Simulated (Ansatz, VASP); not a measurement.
Two plane-wave programs on GaAs

INCAR

```
PREC = Accurate ; ENCUT = 520
EDIFF = 1E-6 ; ISMEAR = 0
SIGMA = 0.01 ; LREAL = F
LASPH = T ; NELM = 80
ALGO = Normal ; ISIF = 2
LWAVE = F ; LCHARG = F
GGA = PE ; NBANDS = 16
```

The input KPOINTS:

```
Automatic mesh
0
Gamma
  6 6 6
```

The input POSCAR:

```
GaAs
1.0
    0.0000000000      2.8718185936      2.8718185936
    2.8718185936      0.0000000000      2.8718185936
    2.8718185936      2.8718185936      0.0000000000
Ga As
1 1
Direct
    0.0000000000      0.0000000000      0.0000000000
    0.2500000000      0.2500000000      0.2500000000
```

Input for Ansatz:

```yaml
crystal:
  lattice:
    - [0.0, 2.8718185936, 2.8718185936]
    - [2.8718185936, 0.0, 2.8718185936]
    - [2.8718185936, 2.8718185936, 0.0]
  atoms:
    - { symbol: Ga, position: [0.0, 0.0, 0.0] }
    - { symbol: As, position: [0.25, 0.25, 0.25] }
kpoints:
  mp_grid: { grid: [6, 6, 6] }
hamiltonian:
  xc: pbe
scf:
  occupations: { method: fixed }
  n_extra_bands: 4
output:
  forces: true
  stress: true
  eigenvalues: true
```

Alike in both runs: task single point; functional PBE; k mesh 6 × 6 × 6; no spin polarisation.

|  | VASP | Ansatz |
| --- | --- | --- |
| version | VASP 6.6.1 | Ansatz 0.2.0 |
| potentials or method | VASP PAW PBE potentials, release 64 (Ga_d, As) | plane waves, PAW |
| plane-wave cutoff (eV) | 520 | 420 |
| occupations | gaussian, width 0.01 eV | fixed |
| valence electrons in the cell | 18 | 28 |

|  | VASP | Ansatz | Ansatz less VASP |
| --- | --- | --- | --- |
| gap on the k mesh at the Fermi level (eV) | 0.17 | 0.16 | -0.003 |
| pressure (GPa) | 0.2 | 0.0 | -0.15 |

The two sets of potentials don't hold the same shells in valence.
